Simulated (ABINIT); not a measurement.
Set up this calculation in ABINIT 10.8.3 (patched build), as an ASE script.

```yaml
Task: single point
Functional: PBE
Potentials_or_basis: JTH PAW PBE v2.0
Cutoff: 599 eV
k_mesh: 7 × 7 × 6
Occupations: fermi-dirac, width 0.05 eV
Spin: no spin polarisation
Fine-grid_cutoff: 1197.3 eV
Exchange_and_correlation_inside_the_PAW_spheres: full angular mesh (pawxcdev 0, this build's default; the released program takes 1)
```

The structure of PbS lies in POSCAR:

```
PbS
1.0
    2.0799526950     -5.9912968650      0.0000000000
    2.0799526950      5.9912968650      0.0000000000
    0.0000000000      0.0000000000      4.2793209400
Pb S
2 2
Direct
    0.1305633500      0.8694366500      0.2500000000
    0.8694366500      0.1305633500      0.7500000000
    0.3547970900      0.6452029100      0.2500000000
    0.6452029100      0.3547970900      0.7500000000
```

Measurements of this composition are mostly on another form, of space group No. 225.

The input as run:

run.py

```python
import json, os
import numpy as np
from ase.units import GPa
from ase.calculators.abinit import Abinit, AbinitProfile
from ase.io import read

atoms = read('POSCAR')

profile = AbinitProfile(command='abinit', pp_paths=[os.path.abspath('pseudos')])
params = dict(
    pps='pawxml', xc='PBE',
    chksymtnons=0,
    tolsym=1e-06,
    ecut=598.6505,
    pawecutdg=1197.301,
    kptopt=1,
    ngkpt=[7, 7, 6],
    nshiftk=1,
    shiftk=[0.0, 0.0, 0.0],
    ixc=11,
    nband=24,
    occopt=3,
    tsmear=0.05,
    nstep=100,
    tolvrs=1e-09,
    prtwf=0,
    prtden=0,
)

atoms.calc = Abinit(profile=profile, directory='run', **params)
energy = atoms.get_potential_energy()
forces = atoms.get_forces()
stress = atoms.get_stress()
print(f'energy {energy:.6f} eV')
print('forces (eV/A)')
print(np.round(forces, 5))
print('stress (GPa, Voigt, tension positive)', np.round(stress / GPa, 4))
json.dump(dict(energy=energy, forces=forces.tolist(), stress=stress.tolist(), cell=atoms.cell.tolist(), frac=atoms.get_scaled_positions(wrap=False).tolist()), open('results.json', 'w'))
```

Potentials or basis: JTH PAW PBE v2.0.

Launch:

```sh
$ python run.py
```

Results of the run:

- Pressure: 1.1 GPa
- Largest force: 0.114 eV/Å
- Band gap on the k mesh: 1.25 eV, indirect (least direct gap 1.42 eV)
- Valence electrons inside the program's atomic spheres: Pb 11.32; S 3.53

Caveat: spin-orbit coupling is left out, which as a rule narrows the gap of such compounds by several tenths of an eV; an odd mesh through Γ misses points on the zone boundary, where band edges often lie.

It took 5.3 min on 1 thread of Arm Neoverse V2, on a shared host, peak memory 0.32 GiB.
